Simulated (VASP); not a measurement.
# BAs (F-43m) in VASP: further runs, part 2 of 2

VASP 6.6.1. The steps go on from the part before.

## Step 4: Single point, PBE, spin-orbit coupling, no magnetisation

INCAR reads:

```
SYSTEM = BAs
ALGO = Normal
EDIFF = 1E-7
ENCUT = 340
GGA = PE
GGA_COMPAT = .False.
ISIF = 2
ISMEAR = 0
LASPH = .True.
LCHARG = .False.
LORBIT = 11
LREAL = .False.
LSORBIT = .True.
LWAVE = .False.
MAGMOM = 0 0 0 0 0 0
NBANDS = 24
NELM = 100
PREC = Accurate
SIGMA = 0.02
```

KPOINTS reads:

```
k-points
0
Gamma
  8 8 8
  0 0 0
```

POSCAR reads:

```
BAs
1.0
    0.0000000000      2.3885000000      2.3885000000
    2.3885000000      0.0000000000      2.3885000000
    2.3885000000      2.3885000000      0.0000000000
As B
1 1
Direct
    0.7500000000      0.7500000000      0.7500000000
    0.0000000000      0.0000000000      0.0000000000
```

Potentials or basis: VASP PAW PBE potentials, release 64 (As, B).

The run is started by

```console
$ cat potpaw_PBE.64/As/POTCAR potpaw_PBE.64/B/POTCAR > POTCAR
$ mpirun -np 1 vasp_ncl > vasp.out
```

OUTCAR:

```text
SYSTEM = BAs
   EDIFF = 1E-7
   ENCUT = 340
   GGA = PE
   ISIF = 2
   ISMEAR = 0
   LASPH = .True.
   LORBIT = 11
   LREAL = .False.
   LSORBIT = .True.
   NELM = 100
   PREC = Accurate

 Found     43 irreducible k-points:

 Following reciprocal coordinates:
            Coordinates               Weight
  0.000000  0.000000  0.000000      1.000000
  0.125000  0.000000  0.000000      4.000000
 -0.125000  0.000000  0.000000      4.000000
  0.250000  0.000000  0.000000      4.000000
 -0.250000  0.000000  0.000000      4.000000
  0.375000  0.000000  0.000000      4.000000
   k-points           NKPTS =     43   k-points in BZ     NKDIM =     43   number of bands    NBANDS=     24
   number of dos      NEDOS =    301   number of ions     NIONS =      2
   total plane-waves  NPLWV =   8000
   dimension x,y,z NGX =    20 NGY =   20 NGZ =   20
   dimension x,y,z NGXF=    40 NGYF=   40 NGZF=   40
   ions per type =               1   1
   NGX,Y,Z   is equivalent  to a cutoff of   9.84,  9.84,  9.84 a.u.
   NGXF,Y,Z  is equivalent  to a cutoff of  19.69, 19.69, 19.69 a.u.
 SYSTEM =  BAs
   PREC   = accura    normal or accurate (medium, high low for compatibility)
   ISTART =      0    job   : 0-new  1-cont  2-samecut
   ICHARG =      2    charge: 1-file 2-atom 10-const
   ISPIN  =      1    spin polarized calculation?
   LNONCOLLINEAR =      T non collinear calculations
   LSORBIT =      T    spin-orbit coupling
   LASPH  =      T    aspherical Exc in radial PAW
   ENCUT  =  340.0 eV  24.99 Ry    5.00 a.u.   5.08  5.08  5.08*2*pi/ulx,y,z
   NELM   =    100;   NELMIN=  2; NELMDL= -5     # of ELM steps
   EDIFF  = 0.1E-06   stopping-criterion for ELM
   LREAL  =      F    real-space projection
   EDIFFG = 0.1E-05   stopping-criterion for IOM
   NSW    =      0    number of steps for IOM
   IBRION =     -1    ionic relax: 0-MD 1-quasi-New 2-CG
   NFREE  =      0    steps in history (QN), initial steepest desc. (CG)
   ISIF   =      2    stress and relaxation
   ISYM   =      2    0-nonsym 1-usesym 2-fastsym
   POTIM  = 0.5000    time-step for ionic-motion
   TEBEG  =    0.0;   TEEND  =   0.0 temperature during run
   PSTRESS=    0.0 pullay stress
   NELECT =       8.0000    total number of electrons
   NUPDOWN=      -1.0000    fix difference up-down
   EMIN   =  10.00;   EMAX   =-10.00  energy-range for DOS
   EFERMI =   0.00;   METHOD = LEGACY
   ISMEAR =     0;   SIGMA  =   0.02  broadening in eV -4-tet -1-fermi 0-gaus
   EFERMI_NEDOS =   21; number of points for ismear=-14 and -15
[... 209 lines left out ...]

  FREE ENERGIE OF THE ION-ELECTRON SYSTEM (eV)
  ---------------------------------------------------
  free  energy   TOTEN  =       -11.4117327452 eV

  energy  without entropy=      -11.4117327452  energy(sigma->0) =      -11.41173275

 Spin-Orbit-Coupling matrix elements

 Ion:    1  E_soc:     -0.0210651
 l=   1
     0.0000000    -0.0034850    -0.0034850
    -0.0034850     0.0000000    -0.0034850
    -0.0034850    -0.0034850     0.0000000
 l=   2
     0.0000000    -0.0000131     0.0000000    -0.0000131    -0.0000128
    -0.0000131     0.0000000    -0.0000096    -0.0000131    -0.0000032
     0.0000000    -0.0000096     0.0000000    -0.0000096     0.0000000
    -0.0000131    -0.0000131    -0.0000096     0.0000000    -0.0000032
    -0.0000128    -0.0000032     0.0000000    -0.0000032     0.0000000
 l=   3
     0.0000000     0.0000000     0.0000000     0.0000000     0.0000000     0.0000000     0.0000000
     0.0000000     0.0000000     0.0000000     0.0000000     0.0000000     0.0000000     0.0000000
     0.0000000     0.0000000     0.0000000     0.0000000     0.0000000     0.0000000     0.0000000
     0.0000000     0.0000000     0.0000000     0.0000000     0.0000000     0.0000000     0.0000000
     0.0000000     0.0000000     0.0000000     0.0000000     0.0000000     0.0000000     0.0000000
     0.0000000     0.0000000     0.0000000     0.0000000     0.0000000     0.0000000     0.0000000
     0.0000000     0.0000000     0.0000000     0.0000000     0.0000000     0.0000000     0.0000000

 Ion:    2  E_soc:     -0.0000095
 l=   1
     0.0000000    -0.0000016    -0.0000016
    -0.0000016     0.0000000    -0.0000016
    -0.0000016    -0.0000016     0.0000000
 l=   2
     0.0000000     0.0000000     0.0000000     0.0000000     0.0000000
     0.0000000     0.0000000     0.0000000     0.0000000     0.0000000
     0.0000000     0.0000000     0.0000000     0.0000000     0.0000000
     0.0000000     0.0000000     0.0000000     0.0000000     0.0000000
     0.0000000     0.0000000     0.0000000     0.0000000     0.0000000
 l=   3
     0.0000000     0.0000000     0.0000000     0.0000000     0.0000000     0.0000000     0.0000000
     0.0000000     0.0000000     0.0000000     0.0000000     0.0000000     0.0000000     0.0000000
     0.0000000     0.0000000     0.0000000     0.0000000     0.0000000     0.0000000     0.0000000
     0.0000000     0.0000000     0.0000000     0.0000000     0.0000000     0.0000000     0.0000000
     0.0000000     0.0000000     0.0000000     0.0000000     0.0000000     0.0000000     0.0000000
     0.0000000     0.0000000     0.0000000     0.0000000     0.0000000     0.0000000     0.0000000
     0.0000000     0.0000000     0.0000000     0.0000000     0.0000000     0.0000000     0.0000000

 total charge

# of ion       s       p       d       tot
------------------------------------------
    1        1.173   1.663   0.089   2.924
    2        0.662   1.184   0.000   1.846
--------------------------------------------------
tot          1.834   2.847   0.089   4.770

 magnetization (x)

# of ion       s       p       d       tot
------------------------------------------
    1       -0.000  -0.000   0.000  -0.000
    2        0.000  -0.000   0.000  -0.000
--------------------------------------------------
tot          0.000  -0.000   0.000  -0.000

 magnetization (y)

# of ion       s       p       d       tot
------------------------------------------
    1        0.000   0.000   0.000   0.000
    2        0.000   0.000   0.000   0.000
--------------------------------------------------
tot          0.000   0.000   0.000   0.000

 magnetization (z)

# of ion       s       p       d       tot
------------------------------------------
    1        0.000  -0.000  -0.000  -0.000
    2        0.000  -0.000   0.000  -0.000
--------------------------------------------------
tot          0.000  -0.000  -0.000  -0.000
```

stdout:

```text
POSCAR found type information on POSCAR AsB
 POSCAR found :  2 types and       2 ions
 scaLAPACK will be used
 LDA part: xc-table for (Slater+PW92), standard interpolation
 POSCAR, INCAR and KPOINTS ok, starting setup
 FFT: planning ... GRIDC
 FFT: planning ... GRID_SOFT
 FFT: planning ... GRID
 WAVECAR not read
 entering main loop
```

Run time: 14 s. Hardware: 1 thread of Intel Xeon 6975P-C (Granite Rapids), shared host; peak memory 0.17 GiB.

The run converged, but some of its settings lie outside the range that counts as converged, so its numbers aren't taken as properties of the crystal.

Results:

* Free energy: -11.4117 eV
* Valence electrons inside the program's atomic spheres: As 2.92; B 1.85

Caveat: the cutoff is under 1.25 times the usual one of these potentials, so pressure, stress and relaxed cells hold a basis-set (Pulay) error.

## Step 5: Single point, PBE, spin-orbit coupling, no magnetisation

Changes to INCAR since step 4:

```diff
@@ -3,3 +3,3 @@
 EDIFF = 1E-7
-ENCUT = 340
+ENCUT = 650
 GGA = PE
```

KPOINTS reads:

```
k-points
0
Gamma
  6 6 6
  0 0 0
```

POSCAR is that of step 4.

Potentials or basis: VASP PAW PBE potentials, release 64 (As, B).

The run is started by

```console
$ cat potpaw_PBE.64/As/POTCAR potpaw_PBE.64/B/POTCAR > POTCAR
$ mpirun -np 1 vasp_ncl > vasp.out
```

OUTCAR:

```text
SYSTEM = BAs
   EDIFF = 1E-7
   ENCUT = 650
   GGA = PE
   ISIF = 2
   ISMEAR = 0
   LASPH = .True.
   LORBIT = 11
   LREAL = .False.
   LSORBIT = .True.
   NELM = 100
   PREC = Accurate

 Found     22 irreducible k-points:

 Following reciprocal coordinates:
            Coordinates               Weight
  0.000000  0.000000  0.000000      1.000000
  0.166667  0.000000  0.000000      4.000000
 -0.166667  0.000000  0.000000      4.000000
  0.333333  0.000000  0.000000      4.000000
 -0.333333  0.000000  0.000000      4.000000
  0.500000  0.000000  0.000000      4.000000
   k-points           NKPTS =     22   k-points in BZ     NKDIM =     22   number of bands    NBANDS=     24
   number of dos      NEDOS =    301   number of ions     NIONS =      2
   total plane-waves  NPLWV =  21952
   dimension x,y,z NGX =    28 NGY =   28 NGZ =   28
   dimension x,y,z NGXF=    56 NGYF=   56 NGZF=   56
   ions per type =               1   1
   NGX,Y,Z   is equivalent  to a cutoff of  13.78, 13.78, 13.78 a.u.
   NGXF,Y,Z  is equivalent  to a cutoff of  27.56, 27.56, 27.56 a.u.
 SYSTEM =  BAs
   PREC   = accura    normal or accurate (medium, high low for compatibility)
   ISTART =      0    job   : 0-new  1-cont  2-samecut
   ICHARG =      2    charge: 1-file 2-atom 10-const
   ISPIN  =      1    spin polarized calculation?
   LNONCOLLINEAR =      T non collinear calculations
   LSORBIT =      T    spin-orbit coupling
   LASPH  =      T    aspherical Exc in radial PAW
   ENCUT  =  650.0 eV  47.77 Ry    6.91 a.u.   7.02  7.02  7.02*2*pi/ulx,y,z
[... 254 lines left out ...]
     0.0000000     0.0000000     0.0000000     0.0000000     0.0000000     0.0000000     0.0000000

 Ion:    2  E_soc:     -0.0000082
 l=   1
     0.0000000    -0.0000014    -0.0000014
    -0.0000014     0.0000000    -0.0000014
    -0.0000014    -0.0000014     0.0000000
 l=   2
     0.0000000     0.0000000     0.0000000     0.0000000     0.0000000
     0.0000000     0.0000000     0.0000000     0.0000000     0.0000000
     0.0000000     0.0000000     0.0000000     0.0000000     0.0000000
     0.0000000     0.0000000     0.0000000     0.0000000     0.0000000
     0.0000000     0.0000000     0.0000000     0.0000000     0.0000000
 l=   3
     0.0000000     0.0000000     0.0000000     0.0000000     0.0000000     0.0000000     0.0000000
     0.0000000     0.0000000     0.0000000     0.0000000     0.0000000     0.0000000     0.0000000
     0.0000000     0.0000000     0.0000000     0.0000000     0.0000000     0.0000000     0.0000000
     0.0000000     0.0000000     0.0000000     0.0000000     0.0000000     0.0000000     0.0000000
     0.0000000     0.0000000     0.0000000     0.0000000     0.0000000     0.0000000     0.0000000
     0.0000000     0.0000000     0.0000000     0.0000000     0.0000000     0.0000000     0.0000000
     0.0000000     0.0000000     0.0000000     0.0000000     0.0000000     0.0000000     0.0000000

 total charge

# of ion       s       p       d       tot
------------------------------------------
    1        1.171   1.666   0.088   2.925
    2        0.657   1.183   0.000   1.840
--------------------------------------------------
tot          1.828   2.849   0.088   4.766

 magnetization (x)

# of ion       s       p       d       tot
------------------------------------------
    1       -0.000  -0.000   0.000  -0.000
    2        0.000   0.000   0.000   0.000
--------------------------------------------------
tot          0.000   0.000   0.000   0.000

 magnetization (y)

# of ion       s       p       d       tot
------------------------------------------
    1       -0.000   0.000   0.000   0.000
    2        0.000   0.000   0.000   0.000
--------------------------------------------------
tot         -0.000   0.000   0.000   0.000

 magnetization (z)

# of ion       s       p       d       tot
------------------------------------------
    1       -0.000  -0.000   0.000  -0.000
    2       -0.000   0.000   0.000   0.000
--------------------------------------------------
tot         -0.000   0.000   0.000   0.000
```

stdout:

```text
POSCAR found type information on POSCAR AsB
 POSCAR found :  2 types and       2 ions
 scaLAPACK will be used
 LDA part: xc-table for (Slater+PW92), standard interpolation
 POSCAR, INCAR and KPOINTS ok, starting setup
 FFT: planning ... GRIDC
 FFT: planning ... GRID_SOFT
 FFT: planning ... GRID
 WAVECAR not read
 entering main loop
```

It took 18 s on 1 thread of Intel Xeon 6975P-C (Granite Rapids), shared host; peak memory 0.25 GiB.

These settings aren't checked as converged: the numbers below hold their error.

Results:

```yaml
Free_energy: -11.3996 eV
Pressure: 3.5 GPa
Valence_electrons_inside_the_program's_atomic_spheres: As 2.92; B 1.84
```

Caveat: the k mesh is coarse (spacing up to 0.38 Å⁻¹), so the values aren't converged.

## Step 6: The reference run

An earlier run on the cell as given: functional PBE; potentials or basis VASP PAW PBE potentials, release 64 (As, B); cutoff 520 eV; k mesh 10 × 10 × 10; occupations fermi-dirac, width 0.05 eV; no spin polarisation.

- Pressure: 3.4 GPa
- Band gap on the k mesh: 1.18 eV, indirect (least direct gap 3.28 eV)
